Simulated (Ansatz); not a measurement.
## Ir: strain energy, fitted

Ir, Fm-3m, a = 3.871 Å. Ansatz: PBE, PAW, 420 eV, Γ-centred 18×18×14 mesh on 2 atoms, Gaussian smearing 0.10 eV; no spin polarisation. Series: uniaxial strain along a, with b, c and atoms relaxed; x is the strain in per cent. The axes a, b, c are those of the computed cell (2.737, 2.737, 3.871 Å), along [1 1 0], [-1 1 0], [0 0 1] of the cell named above. y is the free energy over the unstrained cell, V0 = 14.497 Å³/atom.

| x (%) | y (meV/atom) |
| --- | --- |
| -3.0 | ? |
| -2.0 | 11.08 |
| -1.0 | 2.63 |
| 0.0 | 0.00 |
| 1.0 | 2.53 |
| 2.0 | 9.60 |
| 3.0 | 20.63 |

Question: Fit y = c2 x² + c3 x³ to the other rows, turn c2 into a modulus, and predict the missing energy.

Answer: Least squares on the rows shown. y = 2.5802 x² − 0.095369 x³. In eV per unit strain² c2 is 25.80; this is Young's modulus along the axis (E = ½ Y V0 ε²): 2 × 25.80 × 160.2 / (14.497) = 570 GPa. The unstrained cell keeps some stress along the strain, worth a slope of 0.05 meV/atom per %, which the form leaves out. At x = -3.0 the fit asked for gives 25.80 meV/atom. The run gave 26.01 meV/atom, so the fit is 0.21 meV/atom too low, 0.81 % of the span of the series, against an rms of 0.04 meV/atom on the fitted rows. The row lies outside the fitted range. With a term in x⁴ added, a fit to the same known rows predicts 25.61 meV/atom, further off still.

Spin–orbit coupling is left out, which can shift energies with elements as heavy as these.